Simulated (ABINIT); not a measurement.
The system is GaSb.

```
Sb Ga
1.0
     0.00000    3.05900    3.05900
     3.05900    0.00000    3.05900
     3.05900    3.05900    0.00000
Sb Ga
1 1
Direct
  0.75000 0.75000 0.75000
  0.00000 0.00000 0.00000
```

Base run:

* Program: ABINIT 10.8.3 (patched build)
* Functional: r2SCAN
* Potentials or basis: Ansatz PAW PBE default generated set, frozen core
* Cutoff: 490 eV
* k mesh: 6 × 6 × 6
* Occupations: fermi-dirac, width 0.05 eV
* Spin: no spin polarisation

Its results: band gap on the k mesh 0.46 eV, direct; pressure 0.3 GPa.

Task: After a change of settings the same cell gave: band gap on the k mesh none (metal or under the smearing width); pressure -1.2 GPa. Which change was it?
A. functional from r2SCAN to PBE; potentials or basis from Ansatz PAW PBE default generated set, frozen core to PseudoDojo NC SR PBE v0.4.1 standard; cutoff from 490 eV to 1088 eV
B. potentials or basis from Ansatz PAW PBE default generated set, frozen core to PseudoDojo NC SR PBE v0.4.1 standard; cutoff from 490 eV to 1306 eV
C. potentials or basis from Ansatz PAW PBE default generated set, frozen core to SG15 NC PBE v1.2; cutoff from 490 eV to 2014 eV
D. potentials or basis from Ansatz PAW PBE default generated set, frozen core to JTH PAW PBE v2.0; cutoff from 490 eV to 544 eV; fine-grid cutoff from 979.61 eV to 1088.46 eV

Result: C.

Caveats: spin-orbit coupling is left out, which moves the levels of the heavy elements; the PAW data sets were made with another functional, which shifts forces and pressure a little (some runs); the atomic spheres overlap (some runs); the potentials were made for another functional, which shifts forces and pressure (some runs).
